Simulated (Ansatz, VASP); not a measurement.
# Two plane-wave programs on Al4Ni

```
Al Ni
1.0
     4.51247    0.00000    0.00000
     0.00000    4.51247    0.00000
     0.00000    0.00000    4.51247
Al Ni
4 1
Direct
  0.00000 0.00000 0.00000
  0.50000 0.50000 0.00000
  0.50000 0.00000 0.50000
  0.00000 0.50000 0.50000
  0.50000 0.50000 0.50000
```

Change from the starting cell: species swapped into the Mn4N type (Pm-3m, No. 221).

Alike in both runs: functional PBE; k mesh 8 × 8 × 8; occupations gaussian, width 0.1 eV; no spin polarisation.

Ansatz relaxed the structure, and its values are those at the end. VASP's run is a single point on that final structure, the one shown.

|  | VASP | Ansatz |
| --- | --- | --- |
| version | VASP 6.6.1 | Ansatz 0.2.0 |
| potentials or method | VASP PAW PBE potentials, release 64 (Al, Ni) | scalar-relativistic, plane waves, PAW |
| plane-wave cutoff (eV) | 520 | 420 |
| valence electrons in the cell | 22 | 30 |

Ansatz gave:

```
gap on the k mesh at the Fermi level (eV) : none
pressure (GPa)                            : 0.0
```

Task: What did VASP give for the same quantities?

Result: gap on the k mesh at the Fermi level (eV): none; pressure (GPa): -0.2.

A gap of «none» marks a metal or a gap that the smearing closes. The two sets of potentials don't hold the same shells in valence.

Spin polarisation is off, so any magnetic state and its effect on volume and gap are missing.
